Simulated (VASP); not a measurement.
Wanted: the native input for a VASP 6.6.1 run.

```yaml
Task: relaxation of cell and atoms
Functional: LDA
Potentials_or_basis: VASP PAW LDA potentials, release 64 (W_sv, S)
Cutoff: 600 eV
k_mesh: 12 × 12 × 3
Occupations: gaussian, width 0.03 eV
Spin: no spin polarisation
Further_INCAR_settings: ALGO = Normal; EDIFF = 1e-07; IBRION = 2; EDIFFG = -0.005; NSW = 90; ISIF = 3
```

The structure of WS2 (Tungstenite) lies in POSCAR:

```
WS2                                     
1.0
    3.1297404895      0.0000000000      0.0000000000
   -1.5648702447      2.7104347711     -0.0000000000
   -0.0000000000      0.0000000000     12.1569687563
  W               S             
     2     4
Direct
     0.3333333332999970    0.6666666667000030    0.2500000000000000
     0.6666666667000030    0.3333333332999970    0.7500000000000000
     0.3333333332999970    0.6666666667000030    0.6214329982148064
     0.6666666667000030    0.3333333332999970    0.1214329982148065
     0.3333333332999970    0.6666666667000030    0.8785670017851936
     0.6666666667000030    0.3333333332999970    0.3785670017851935
```

The input as run:

INCAR

```
SYSTEM = WS2
PREC     = Accurate       ! precision mode
ENCUT    = 600            ! plane-wave cutoff, eV
EDIFF    = 1E-7           ! SCF threshold, eV
ISMEAR   = 0              ! smearing method
SIGMA    = 0.03           ! smearing width, eV
LREAL    = .FALSE.        ! projectors in reciprocal space
LASPH    = .TRUE.         ! aspherical terms in the spheres
NELM     = 80             ! most SCF steps
ALGO     = Normal         ! electronic algorithm
ISIF     = 3              ! what is computed and relaxed
LWAVE    = .FALSE.        ! write WAVECAR
LCHARG   = .FALSE.        ! write CHGCAR
IBRION   = 2              ! ionic algorithm
NSW      = 90             ! ionic steps
EDIFFG   = -0.005         ! ionic threshold
KPAR     = 2
```

KPOINTS

```
Automatic mesh
0
G
  12 12 3
  0 0 0
```

Potentials or basis: VASP PAW LDA potentials, release 64 (W_sv, S).

Launch:

```bash
$ cat potpaw_LDA.64/W_sv/POTCAR potpaw_LDA.64/S/POTCAR > POTCAR
$ mpirun -np 2 vasp_std > vasp.out
```

It gave:

```json
{
  "Relaxed volume": "17.19 Å³/atom",
  "Relaxed cell": "a = 3.130 Å, b = 3.130 Å, c = 12.158 Å, α = 90.00°, β = 90.00°, γ = 120.00°",
  "Space group after relaxing (to 0.05 Å)": "P6_3/mmc (No. 194)",
  "Energy gained by relaxing": "0.0 meV/atom",
  "Ionic steps": "3",
  "Pressure after relaxing": "0.0 GPa",
  "Band gap on the k mesh": "0.85 eV, indirect (least direct gap 1.88 eV)"
}
```

Caveat: spin-orbit coupling is left out, which moves the levels of the heavy elements; an odd mesh through Γ misses points on the zone boundary, where band edges often lie.

Wall time 2.3 min on 2 MPI ranks on Intel(R) Xeon(R) Platinum 8488C (Sapphire Rapids), with other jobs on the host, peak memory 0.28 GiB a rank.
